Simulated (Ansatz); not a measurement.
# Selenium, bcc: HSE06 at the PBE geometry

Aim: see what exact exchange does to the levels, and what it costs. Spin polarisation is left out. The cell comes from an earlier PBE relaxation. Exact exchange is dear, so the k-mesh is coarse, and PBE is run on the same mesh for comparison.

Computed with Ansatz 0.2.0 (DFT, plane waves (420 eV) with PBE-made PAW files, scalar-relativistic; functionals as named at each step, unless a step says otherwise).

### 1 The system as given

The structure is cubic, space group Im-3m (No. 229). The conventional cell has a = 3.439 Å, b = 3.439 Å, c = 3.439 Å, α = 90.00°, β = 90.00°, γ = 90.00°. Se (site symmetry m-3m) is surrounded by 8 Se at 2.98 Å.

As a file:

```xyz
1
Lattice="-1.7195 1.7195 1.7195 1.7195 -1.7195 1.7195 1.7195 1.7195 -1.7195" Properties=species:S:1:pos:R:3 pbc="T T T"
Se    0.0000    0.0000    0.0000
```

### 2 PBE on the coarse mesh

The run with PBE.

Input file input.yaml:

```yaml
crystal:
  lattice:
    - [-1.7195263242, 1.7195263242, 1.7195263242]
    - [1.7195263242, -1.7195263242, 1.7195263242]
    - [1.7195263242, 1.7195263242, -1.7195263242]
  atoms:
    - { symbol: Se, position: [0.0, 0.0, 0.0] }
hamiltonian:
  xc: pbe
  pseudopotentials:
    kind: paw
    azcp:
      Se: "pseudopotentials/Se.paw.azcp"
basis:
  ecutwfc: 420
  fft_grid_basis: typed
kpoints:
  mp_grid: { grid: [7, 7, 7], shift: [0, 0, 0] }
magnetization:
  spin_polarized: false
scf:
  occupations: { method: fermi_dirac, width: 0.1 }
```

Run with:

```sh
$ ansatz run input.yaml --threads 4 --pin off --max-ram 8192MiB --backend cpu --events-out ev --progress --plain --runs-dir out
```

What it wrote (excerpt; [...] marks lines left out):

```text
Warning: RAYON_NUM_THREADS=4 ignored (pool sized by the plan → 4); use --threads N
[...]
Pseudopotentials: kind: paw
Pseudopotential: Se, paw, valence charge 16, recommended cutoff 420 eV (normal), <dir>
Functional definition: PBE
[...]
Crystal: 1 atoms, lattice volume = 20.337 Å³
Basis set: ecut = 420 eV, 381 PW (Γ)
Bands: 12, of which v1, the nominal top of the filled ones, is band 8 counted from 1 (7 counted from 0)
Symmetry: 48 space group operations
Space group: Im-3m (ITA 229), of the structure as read, at distance tolerance 2.7e-5 Å
k-points: 20 of 343
[...]
SCF iter   1: F=—  HF=-5468.542669 eV  |F-HF|=—  |Δ(HF+E_count)|=         —  Δρ=1.41e-3  dr2=1.28e-4  ethr=1.77e-3  ⟨swp⟩=5.3  Hψ=1404  notcnv=0
[...]
SCF iter   6: F=-5468.542954 eV  HF=-5468.542954 eV  |F-HF|=1.63e-9  |Δ(HF+E_count)|=   9.99e-8  Δρ=5.33e-6  dr2=5.61e-9  ethr=6.25e-10  ⟨swp⟩=2.5  Hψ=498  notcnv=0
[...]
SCF converged after 6 iterations
Free energy (F): -5468.542954 eV
[...]
E sigma→0 (E₀):  -5468.534290 eV
Entropy (-TS):   -0.017328 eV (-17.328 meV/atom)
Fermi energy:    11.292015 eV
[...]
```

Wall time 0.19 s (4 threads of Arm Neoverse V2, shared host); peak memory 0.24 GiB.

### 3 HSE06 on the coarse mesh

The run with HSE06.

Changes to input.yaml since step 2:

```diff
@@ -8,3 +8,3 @@
 hamiltonian:
-  xc: pbe
+  xc: hse06
   pseudopotentials:
@@ -22 +22,6 @@
   occupations: { method: fermi_dirac, width: 0.1 }
+output:
+  write_density: true
+  write_potential: true
+  elf: true
+  volumetric_format: npy
```

Run with:

```sh
$ ansatz run input.yaml --threads 4 --pin off --max-ram 8192MiB --backend cpu --events-out ev --progress --plain --runs-dir out
```

What it wrote (excerpt; [...] marks lines left out):

```text
Warning: RAYON_NUM_THREADS=4 ignored (pool sized by the plan → 4); use --threads N
[...]
Pseudopotentials: kind: paw
Pseudopotential: Se, paw, valence charge 16, recommended cutoff 420 eV (normal), <dir>
Functional definition: HSE06
[...]
Crystal: 1 atoms, lattice volume = 20.337 Å³
Basis set: ecut = 420 eV, 381 PW (Γ)
Bands: 12, of which v1, the nominal top of the filled ones, is band 8 counted from 1 (7 counted from 0)
Symmetry: 48 space group operations
Space group: Im-3m (ITA 229), of the structure as read, at distance tolerance 2.7e-5 Å
k-points: 20 of 343
[...]
SCF iter   1: F=—  HF=-5468.542956 eV  |F-HF|=—  |Δ(HF+E_count)|=         —  Δρ=1.58e-3  dr2=2.57e-4  ethr=1.77e-3  ⟨swp⟩=7.0  Hψ=962  notcnv=0
[...]
Frozen-core exchange: fock
[...]
SCF 2 stopped early in 5 iterations: F = -5469.710987 eV  dr2 = 1.02e-6
hybrid outer 1: dexx = +2.736e-3 eV, tail = 4.48e-5 eV
[...]
Frozen-core exchange: fock
[...]
hybrid outer 2: dexx = +4.462e-7 eV, tail = 2.63e-7 eV, Δε = 3.28e-3 eV (about 5.11e-4 eV left of the loop's levels)
hybrid SCF converged: 2 outer / 7 inner (+6 warm-up), last move |dexx| = 4.46e-7 eV, tail = 2.63e-7 eV
Stability not checked: this state was not tested for a lower state beside it, because the functional holds exact exchange (a hybrid, or Hartree-Fock), whose exchange loop this test does not read (fock_operator; see scf.lower_state_search)
Free energy (F): -5469.711159 eV
Frozen-core exchange: fock
[...]
E sigma→0 (E₀):  -5469.703960 eV
Entropy (-TS):   -0.014397 eV (-14.397 meV/atom)
Fermi energy:    11.096777 eV
[...]
--- Band table (eV; the first three rows and the last of 20) ---
  k-point 0: bands = ["-41.7418", "-41.7418", "-41.7418", "-41.7302", "-41.7302", "-6.9751", "14.4704", "14.4704", "14.4704", "23.0365"]
[...]
  guard bands above this table: 2 of the run's 12 bands. The solve was not asked for them (output.publish_guard_bands: true or output.eigenvalues: true publishes all)
```

Wall time 3.1 s (4 threads of Arm Neoverse V2, shared host); peak memory 0.86 GiB.

Axes a, b and c in the maps are those of this run's conventional cell (a, b, c = 3.439, 3.439, 3.439 Å).

Density in a lattice plane of the grid's cell (edges 3.44 and 3.44 Å, at 0.000 of the third edge), which holds Se.

Ten even steps from '0' (0.09 e/Å³) to '9' (45.47 e/Å³):
```
753100000000000000000135
321100000000000000000012
110000000000000000000001
000000000000000000000000
000000000000000000000000
000000000000000000000000
000000000000000000000000
000000000000000000000000
000000000000000000000000
000000000000000000000000
000000000000000000000000
000000000000000000000000
000000000000000000000000
000000000000000000000000
000000000000000000000000
000000000000000000000000
110000000000000000000001
321000000000000000000112
753100000000000000000135
974200000000000000000247
```
Columns run along the first of these edges and rows up along the second, over one cell in 24 and 20 even steps from the bottom left corner. Atoms in the plane (fractional): Se at (0.00, 0.00).

ELF in the same plane.

Ten even steps from ' ' (0.07) to '@' (0.78):
```
..::==**%%@@@@%%##==::      ::==##%%@@@@%%**==::
==++**%%@@@@@@%%**==..      ..==**%%@@@@@@%%**++
##%%%%@@@@@@@@##++--..      ..--++##@@@@@@@@%%%%
@@@@@@@@@@@@%%**==::..      ..::==**%%@@@@@@@@@@
@@@@@@@@%%%%**++--..          ..--++**%%%%@@@@@@
%%%%%%####**==--..              ..--==**####%%%%
****++++==--::..                  ..::--==++++**
----::::....                          ....::::--
                                                
                                                
                                                
----::::....                          ....::::--
****++++==--::..                  ..::--==++++**
%%%%%%####**==--..              ..--==**####%%%%
@@@@@@@@%%%%**++--..          ..--++**%%%%@@@@@@
@@@@@@@@@@@@%%**==::..      ..::==**%%@@@@@@@@@@
##%%%%@@@@@@@@##++--..      ..--++##@@@@@@@@%%%%
==++**%%@@@@@@%%**==..      ..==**%%@@@@@@%%**++
..::==**%%@@@@%%##==::      ::==##%%@@@@%%**==::
....--**%%@@@@%%##==::      ::==##%%@@@@%%**--..
```
Columns run along the first of these edges and rows up along the second, over one cell in 24 and 20 even steps from the bottom left corner. Atoms in the plane (fractional): Se at (0.00, 0.00).

Both are smooth fields of the valence electrons: close to the nuclei they are not physical.

Outside the cores ELF peaks at 0.79 in the shell around Se, 0.8 Å from Se.

### 4 Side by side

| functional | gap on the mesh | Fermi energy (eV) | SCF cycles | exchange loops | CPU time |
| --- | --- | --- | --- | --- | --- |
| PBE | none (levels filled in part) | 11.292 | 6 | - | 0.41 s |
| HSE06 | none (levels filled in part) | 11.097 | 13 | 2 | 9.4 s |

### 5 What came out

```
                                   quantity                         value
                                   PBE: gap  none (levels filled in part)
                                 HSE06: gap  none (levels filled in part)
          HSE06: SCF cycles, exchange loops                         13, 2
           HSE06: CPU time over that of PBE                            23
HSE06: relative to trigonal (grey) selenium                 +814 meV/atom
```

What this shows: Neither PBE nor HSE06 shows a clean gap on this mesh. The hybrid took 23 times as much CPU time as PBE on the same settings. The exchange operator of HSE06 was renewed in 2 outer loops. The dense-mesh value adds +45.8 meV/atom, the change that PBE shows between the coarse mesh and its own dense run (not shown). Under HSE06 it lies 814 meV/atom above trigonal (grey) selenium (computed apart in the same way); on such meshes a few tens of meV are uncertain for metals. Absolute energies differ from functional to functional, by eV per atom at times, and say nothing by themselves.
